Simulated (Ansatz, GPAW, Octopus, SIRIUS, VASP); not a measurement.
## TiCo: 5 runs at one level of theory

```
Co Ti
1.0
     2.98611    0.00000    0.00000
     0.00000    2.98611    0.00000
     0.00000    0.00000    2.98611
Co Ti
1 1
Direct
  0.50000 0.50000 0.50000
  0.00000 0.00000 0.00000
```

The cell comes from a database or a generator and needn't be the stable form of this composition.

Alike in all runs: task single point; functional PBEsol; k mesh 9 × 9 × 9; occupations fermi-dirac, width 0.05 eV; collinear spin, ferromagnetic start; no spin-orbit coupling. Pressure is positive in compression and, in plane waves, holds the error of the finite cutoff.

```tsv
program and potentials	plane-wave cutoff (eV)	notes	pressure (GPa)	net moment per atom (μB)
SIRIUS, PseudoDojo 0.4.1 PBEsol standard (scalar relativistic)	1307	14.5 valence electrons an atom on average	?	?
Octopus, pseudodojo_pbesol (PseudoDojo 0.4, PBEsol)	-	14.5 valence electrons an atom on average	-	0.35
Ansatz, all-electron LAPW, scalar-relativistic	-	-	-8.09	0.37
GPAW, PAW data sets generated for this functional	600	10.5 valence electrons an atom on average	-8.46	0.35
VASP, PBE PAW files Co, Ti_sv, 520 eV	520	potentials made for PBE; 10.5 valence electrons an atom on average	-8.65	0.34
```

Estimate from the other rows what the run with SIRIUS, PseudoDojo 0.4.1 PBEsol standard (scalar relativistic) gave.

Pressure -8.27 GPa; net moment per atom 0.35 μB. The other rows, which needn't bracket it: pressure -8.65 to -8.09; net moment per atom 0.34 to 0.37.
